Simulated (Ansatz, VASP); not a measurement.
HfO2: VASP beside Ansatz

The input INCAR:

```
SYSTEM = HfO2
PREC = Accurate
ENCUT = 520
EDIFF = 1E-6
ISMEAR = 0
SIGMA = 0.05
LREAL = .False.
LASPH = .True.
NELM = 60
ALGO = Normal
ISIF = 2
LWAVE = .False.
LCHARG = .False.
GGA = PE
NBANDS = 18
```

Contents of KPOINTS:

```
regular mesh
0
Gamma
  8 8 8
  0 0 0
```

The input POSCAR:

```
HfO2
1.0
    0.0000000000      2.5575000000      2.4552000000
    2.5575000000      0.0000000000      2.4552000000
    2.5575000000      2.5575000000      0.0000000000
Hf O
1 2
Direct
    0.0000000000      0.0000000000      0.0000000000
    0.2500000000      0.2500000000      0.2500000000
    0.7500000000      0.7500000000      0.7500000000
```

Input for Ansatz:

```yaml
crystal:
  lattice:
    - [0.0, 2.5575, 2.4552]
    - [2.5575, 0.0, 2.4552]
    - [2.5575, 2.5575, 0.0]
  atoms:
    - { symbol: Hf, position: [0.0, 0.0, 0.0] }
    - { symbol: O, position: [0.25, 0.25, 0.25] }
    - { symbol: O, position: [0.75, 0.75, 0.75] }
basis:
  ecutwfc: 420
kpoints:
  mp_grid: { grid: [8, 8, 8] }
hamiltonian:
  xc: pbe
scf:
  occupations: { method: gaussian, width: 0.05 }
output:
  forces: true
  stress: true
  eigenvalues: true
```

Change from the starting cell: strain +0.000 along x and y, -0.040 along z, atoms carried along.

Alike in both runs: task single point; functional PBE; k mesh 8 × 8 × 8; occupations gaussian, width 0.05 eV; no spin polarisation.

|  | VASP | Ansatz |
| --- | --- | --- |
| version | VASP 6.6.1 | Ansatz 0.2.0 |
| potentials or method | VASP PAW PBE potentials, release 64 (Hf_pv, O) | scalar-relativistic, plane waves, PAW |
| plane-wave cutoff (eV) | 520 | 420 |
| valence electrons in the cell | 22 | 38 |

```tsv
	VASP	Ansatz	Ansatz less VASP
gap on the k mesh at the Fermi level (eV)	3.37	3.37	+0.003
least direct gap on the mesh (eV)	3.50	3.49	-0.012
pressure (GPa)	4.2	8.1	+3.90
largest component of the traceless stress (GPa)	12.96	12.71	-0.242
```

One of these differences is far larger than is usual between the two programs; its cause wasn't traced. With one functional, cell and mesh, what is left measures potentials, basis and numerics. The two sets of potentials don't hold the same shells in valence.

Caveats: spin-orbit coupling is left out, which moves the levels of the heavy elements. A k mesh can miss the band edges.
